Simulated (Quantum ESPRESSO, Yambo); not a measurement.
# Beyond one shot: SiC (P6_3mc), part 2 of 2

How far does self-consistency move the gap of SiC (P6_3mc)?

Quantum ESPRESSO 7.5 and Yambo 5.3.0; PBE and many-body steps on it, plane waves. Known limits of the many-body steps: not at the basis limit; coarse k mesh.

So far. Step 5 (evGW0, cycle 1): Against G0W0 in Yambo (3×3×4 mesh, 180 bands, screening to 210.9 eV, Godby-Needs plasmon pole), the gap moves by +0.082 eV. Step 6 (evGW0, cycle 2): Against the cycle before, the gap moves by +0.010 eV.

### 7. evGW, cycle 1

This step: evGW on PBE, plane waves, norm-conserving pseudopotentials.

File gw5.in:

```
HF_and_locXC
gw0
dyson
ppa
em1d
rim_cut
RandQpts= 1000000
RandGvec= 1 RL
EXXRLvcs= 74 Ry
VXCRLvcs= 296 Ry
Chimod= "HARTREE"
% BndsRnXp
 1 | 180 |
%
NGsBlkXp= 15.5 Ry
% LongDrXp
 1 | 1 | 1 |
%
% GbndRnge
 1 | 180 |
%
DysSolver= "n"
ExtendOut
PPAPntXp= 27.21138 eV
% QPkrange
 1 | 10 | 1 | 14 |
%
GfnQPdb= "E < ./gw2/ndb.QP"
XfnQPdb= "E < ./gw2/ndb.QP"
```

On the command line:

```bash
$ OMP_NUM_THREADS=1 mpirun -n 4 yambo -F gw5.in -J gw5 -C gw5 > gw5.log
```

The program printed:

```text
 Yambo, version 5.3.0

 [02] CORE Variables Setup
 =========================

  [... cell, symmetries and grids as in the set-up ...]

  [02.05] Energies & Occupations
  ==============================

  [X] === General ===
  [X] Electronic Temperature                        :  0.000000  0.000000 [eV K]
  [X] Bosonic    Temperature                        :  0.000000  0.000000 [eV K]
  [X] Finite Temperature mode                       : no
  [X] El. density                                   :  0.38765E+24 [cm-3]
[...]
Sx RL components                                 :  2997

   QP @ state[ 1 ] K range                          :   1  10
   QP @ state[ 1 ] b range                          :   1  14
   GF energies kind                                 : Perdew, Burke & Ernzerhof(X)+Perdew, Burke & Ernzerhof(C)+ E < ./gw2/ndb.QP + @E Fit
   GF WF`s kind                                     : Perdew, Burke & Ernzerhof(X)+Perdew, Burke & Ernzerhof(C)
   Xs energies kind                                 : Perdew, Burke & Ernzerhof(X)+Perdew, Burke & Ernzerhof(C)
   Xs WF`s kind                                     : Perdew, Burke & Ernzerhof(X)+Perdew, Burke & Ernzerhof(C)

 [15] Game Over & Game summary
```

Elapsed: 15 min, on 4 MPI ranks of Arm Neoverse V1, shared host; peak memory 1.6 GiB.

Numbers from this step:

| Item | Value |
| --- | --- |
| quasiparticle gap on the mesh | 3.217 eV |
| gap of the density functional on the mesh | 2.275 eV |
| k of the valence top | 0, 0, 0 |
| k of the conduction bottom | 0.3333, 0.3333, 0 |
| least direct quasiparticle gap on the computed points | 5.512 eV |

Against G0W0 in Yambo (3×3×4 mesh, 180 bands, screening to 210.9 eV, Godby-Needs plasmon pole), the gap moves by +0.224 eV.

The program's own table gives 3.328 eV, which is too large where the input levels are shifted: this version takes Σc at the unshifted level E₀, yet steps from the shifted one. The value above is the Newton step from E₀, E₀ + Z(Σc + Σx − Vxc), rebuilt from the printed columns.

### 8. evGW, cycle 2

gw6.in, as its differences from gw5.in of step 7:

```diff
@@ -27,3 +27,3 @@
 %
-GfnQPdb= "E < ./gw2/ndb.QP"
-XfnQPdb= "E < ./gw2/ndb.QP"
+GfnQPdb= "E < ./gw5_fix/ndb.QP"
+XfnQPdb= "E < ./gw5_fix/ndb.QP"
```

On the command line:

```bash
$ OMP_NUM_THREADS=1 mpirun -n 4 yambo -F gw6.in -J gw6 -C gw6 > gw6.log
```

The program printed:

```text
 Yambo, version 5.3.0

 [02] CORE Variables Setup
 =========================

  [... cell, symmetries and grids as in the set-up ...]

  [02.05] Energies & Occupations
  ==============================

  [X] === General ===
  [X] Electronic Temperature                        :  0.000000  0.000000 [eV K]
  [X] Bosonic    Temperature                        :  0.000000  0.000000 [eV K]
  [X] Finite Temperature mode                       : no
  [X] El. density                                   :  0.38765E+24 [cm-3]
[...]
Sx RL components                                 :  2997

   QP @ state[ 1 ] K range                          :   1  10
   QP @ state[ 1 ] b range                          :   1  14
   GF energies kind                                 : Perdew, Burke & Ernzerhof(X)+Perdew, Burke & Ernzerhof(C)+ E < ./gw2/ndb.QP + @E Fit+ E < ./gw5_fix/
   GF WF`s kind                                     : Perdew, Burke & Ernzerhof(X)+Perdew, Burke & Ernzerhof(C)
   Xs energies kind                                 : Perdew, Burke & Ernzerhof(X)+Perdew, Burke & Ernzerhof(C)
   Xs WF`s kind                                     : Perdew, Burke & Ernzerhof(X)+Perdew, Burke & Ernzerhof(C)

 [15] Game Over & Game summary
```

Wall time 15 min (4 MPI ranks); peak memory 1.6 GiB.

Numbers from this step:

```
quasiparticle gap on the mesh                         : 3.283 eV
gap of the density functional on the mesh             : 2.275 eV
k of the valence top                                  : 0, 0, 0
k of the conduction bottom                            : 0.3333, 0.3333, 0
least direct quasiparticle gap on the computed points : 5.594 eV
```

Against the cycle before, the gap moves by +0.066 eV.

The program's own table gives 3.423 eV, which is too large where the input levels are shifted: this version takes Σc at the unshifted level E₀, yet steps from the shifted one. The value above is the Newton step from E₀, E₀ + Z(Σc + Σx − Vxc), rebuilt from the printed columns.

### 9. evGW, cycle 3

gw7.in, as its differences from gw6.in of step 8:

```diff
@@ -27,3 +27,3 @@
 %
-GfnQPdb= "E < ./gw5_fix/ndb.QP"
-XfnQPdb= "E < ./gw5_fix/ndb.QP"
+GfnQPdb= "E < ./gw6_fix/ndb.QP"
+XfnQPdb= "E < ./gw6_fix/ndb.QP"
```

On the command line:

```bash
$ OMP_NUM_THREADS=1 mpirun -n 4 yambo -F gw7.in -J gw7 -C gw7 > gw7.log
```

The program printed:

```text
 Yambo, version 5.3.0

 [02] CORE Variables Setup
 =========================

  [... cell, symmetries and grids as in the set-up ...]

  [02.05] Energies & Occupations
  ==============================

  [X] === General ===
  [X] Electronic Temperature                        :  0.000000  0.000000 [eV K]
  [X] Bosonic    Temperature                        :  0.000000  0.000000 [eV K]
  [X] Finite Temperature mode                       : no
  [X] El. density                                   :  0.38765E+24 [cm-3]
[...]
Sx RL components                                 :  2997

   QP @ state[ 1 ] K range                          :   1  10
   QP @ state[ 1 ] b range                          :   1  14
   GF energies kind                                 : Perdew, Burke & Ernzerhof(X)+Perdew, Burke & Ernzerhof(C)+ E < ./gw2/ndb.QP + @E Fit+ E < ./gw5_fix/
   GF WF`s kind                                     : Perdew, Burke & Ernzerhof(X)+Perdew, Burke & Ernzerhof(C)
   Xs energies kind                                 : Perdew, Burke & Ernzerhof(X)+Perdew, Burke & Ernzerhof(C)
   Xs WF`s kind                                     : Perdew, Burke & Ernzerhof(X)+Perdew, Burke & Ernzerhof(C)

 [15] Game Over & Game summary
```

Run time: 15 min. Hardware: 4 MPI ranks; peak memory 1.6 GiB; 61 min of CPU time.

This step gave:

- quasiparticle gap on the mesh: 3.303 eV
- gap of the density functional on the mesh: 2.275 eV
- k of the valence top: 0, 0, 0
- k of the conduction bottom: 0.3333, 0.3333, 0
- least direct quasiparticle gap on the computed points: 5.618 eV

Against the cycle before, the gap moves by +0.020 eV.

The program's own table gives 3.451 eV, which is too large where the input levels are shifted: this version takes Σc at the unshifted level E₀, yet steps from the shifted one. The value above is the Newton step from E₀, E₀ + Z(Σc + Σx − Vxc), rebuilt from the printed columns.

### 10. evGW, cycle 4

gw8.in, as its differences from gw7.in of step 9:

```diff
@@ -27,3 +27,3 @@
 %
-GfnQPdb= "E < ./gw6_fix/ndb.QP"
-XfnQPdb= "E < ./gw6_fix/ndb.QP"
+GfnQPdb= "E < ./gw7_fix/ndb.QP"
+XfnQPdb= "E < ./gw7_fix/ndb.QP"
```

On the command line:

```bash
$ OMP_NUM_THREADS=1 mpirun -n 4 yambo -F gw8.in -J gw8 -C gw8 > gw8.log
```

The program printed:

```text
 Yambo, version 5.3.0

 [02] CORE Variables Setup
 =========================

  [... cell, symmetries and grids as in the set-up ...]

  [02.05] Energies & Occupations
  ==============================

  [X] === General ===
  [X] Electronic Temperature                        :  0.000000  0.000000 [eV K]
  [X] Bosonic    Temperature                        :  0.000000  0.000000 [eV K]
  [X] Finite Temperature mode                       : no
  [X] El. density                                   :  0.38765E+24 [cm-3]
[...]
Sx RL components                                 :  2997

   QP @ state[ 1 ] K range                          :   1  10
   QP @ state[ 1 ] b range                          :   1  14
   GF energies kind                                 : Perdew, Burke & Ernzerhof(X)+Perdew, Burke & Ernzerhof(C)+ E < ./gw2/ndb.QP + @E Fit+ E < ./gw5_fix/
   GF WF`s kind                                     : Perdew, Burke & Ernzerhof(X)+Perdew, Burke & Ernzerhof(C)
   Xs energies kind                                 : Perdew, Burke & Ernzerhof(X)+Perdew, Burke & Ernzerhof(C)
   Xs WF`s kind                                     : Perdew, Burke & Ernzerhof(X)+Perdew, Burke & Ernzerhof(C)

 [15] Game Over & Game summary
```

Run time: 15 min. Hardware: 4 MPI ranks; peak memory 1.6 GiB; 61 min of CPU time.

Numbers from this step:

| Item | Value |
| --- | --- |
| quasiparticle gap on the mesh | 3.308 eV |
| gap of the density functional on the mesh | 2.275 eV |
| k of the valence top | 0, 0, 0 |
| k of the conduction bottom | 0.3333, 0.3333, 0 |
| least direct quasiparticle gap on the computed points | 5.625 eV |

Against the cycle before, the gap moves by +0.006 eV.

The program's own table gives 3.459 eV, which is too large where the input levels are shifted: this version takes Σc at the unshifted level E₀, yet steps from the shifted one. The value above is the Newton step from E₀, E₀ + Z(Σc + Σx − Vxc), rebuilt from the printed columns.

### 11. Side by side

Times are wall times on 4 MPI ranks of Arm Neoverse V1, shared host, good to a factor of about two.

```csv
run,mesh,bands,screening cutoff (eV),DFT gap (eV),gap on the mesh (eV),direct (eV),time
G0W0,3×3×4,180,210.9,2.275,2.993,5.234,2.2 min
"evGW0, cycle 1",3×3×4,180,210.9,2.275,3.075,5.354,14 min
"evGW0, cycle 2",3×3×4,180,210.9,2.275,3.085,5.370,14 min
"evGW, cycle 1",3×3×4,180,210.9,2.275,3.217,5.512,15 min
"evGW, cycle 2",3×3×4,180,210.9,2.275,3.283,5.594,15 min
"evGW, cycle 3",3×3×4,180,210.9,2.275,3.303,5.618,15 min
"evGW, cycle 4",3×3×4,180,210.9,2.275,3.308,5.625,15 min
```

### 12. Summary of results

```json
{
  "G0W0": "2.993 eV",
  "evGW0, cycle 1": "3.075 eV",
  "evGW0, cycle 2": "3.085 eV",
  "evGW, cycle 1": "3.217 eV",
  "evGW, cycle 2": "3.283 eV",
  "evGW, cycle 3": "3.303 eV",
  "evGW, cycle 4": "3.308 eV",
  "known limits": "not at the basis limit; coarse k mesh"
}
```

**Reading.** evGW0 ends at 3.08 eV, +0.09 eV from G0W0, after 2 cycles that took 28 min beside the first screening; the last moved the gap by 0.010 eV. evGW ends at 3.31 eV, +0.32 eV from G0W0, after 4 cycles that took 61 min beside the first screening; the last moved the gap by 0.006 eV. Against experiment, by evGW, cycle 4: the gap of 3.31 eV lies −0.02 eV from the measured 3.33 eV (kind not stated, quoted 2020). These are gaps on the mesh, at modest bands and cutoff. The calculation has static nuclei and no excitons; a measured gap holds zero-point and thermal motion, which mostly lowers it. Bands and cutoff are finite, so the gap is not at the basis limit. The miss can reach some tenths of an eV and take either sign; the mesh is an error of its own. The 3×3×4 mesh is coarse for this cell, which bears on the long-range parts of exchange and screening.

[Paths, hosts, dates, memory and timing lines, banners, echoed tables and standing remarks are left out of the program output.]

[Logs are printed without paths, hosts, clocks, repeated set-up lines and the standing remarks that a program may print on its own settings, such as how far it seeks lower states.]

[Runs of the session that timed out or met a known fault of the program may be left out.]

[Hosts, paths, dates, database ids (printed as entryN), source tags and the programs' standing remarks are cut or masked in the printed files.]
